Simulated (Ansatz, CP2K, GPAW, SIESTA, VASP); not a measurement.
**CsPbBr3: programs and potentials compared**

```xyz
5
Lattice="5.8700 0.0000 0.0000 0.0000 5.8700 0.0000 0.0000 0.0000 5.8700" Properties=species:S:1:pos:R:3 pbc="T T T"
Pb    2.9350    2.9350    2.9350
Cs    0.0000    0.0000    0.0000
Br    2.9350    2.9350    0.0000
Br    2.9350    0.0000    2.9350
Br    0.0000    2.9350    2.9350
```

Measurements of this composition are mostly on another form, of space group No. 62.

Alike in all runs: task equation of state; functional PBEsol; k mesh 5 × 5 × 5; occupations fermi-dirac, width 0.05 eV; no spin polarisation; no spin-orbit coupling.

```csv
program and potentials,plane-wave cutoff (eV),notes,equilibrium volume (Å³/atom),bulk modulus (GPa)
"Ansatz, Ansatz PAW",420,"potentials made for PBE, which Ansatz adapts in part",40.38,21.4
"CP2K, POTENTIAL_UZH Pb GTH-PBE-q4, Cs GTH-PBE-q9, Br GTH-PBE-q7; TZVP-MOLOPT-PBE-GTH basis",-,atomic basis; potentials made for PBE,41.86,20.4
"SIESTA, files PseudoDojo sr-pbesol-0.4.1-standard, DZP (energy shift 0.003 Ry; two zetas on semicore shells; d shell added on Cs)",-,atomic basis,40.90,21.9
"VASP, PBE PAW files Br, Cs_sv, Pb_d, 520 eV",520,potentials made for PBE,40.42,21.4
"GPAW, PAW data sets generated for this functional",600,-,40.32,21.5
"Ansatz, all-electron LAPW, scalar-relativistic",-,-,40.38,21.4
```

The equilibrium volume spans 40.32 (GPAW, PAW data sets generated for this functional) to 41.86 Å³/atom (CP2K, POTENTIAL_UZH Pb GTH-PBE-q4, Cs GTH-PBE-q9, Br GTH-PBE-q7; TZVP-MOLOPT-PBE-GTH basis), with all-electron results at 40.38. The bulk modulus spans 20.4 (CP2K, POTENTIAL_UZH Pb GTH-PBE-q4, Cs GTH-PBE-q9, Br GTH-PBE-q7; TZVP-MOLOPT-PBE-GTH basis) to 21.9 GPa (SIESTA, files PseudoDojo sr-pbesol-0.4.1-standard, DZP (energy shift 0.003 Ry; two zetas on semicore shells; d shell added on Cs)), with all-electron results at 21.4. Rows in atomic bases carry the error of their basis and grid, which can be large.

The functional is the same throughout but for its coding, so the spread measures potentials, basis and numerics; runs on potential files found faulty are left out.
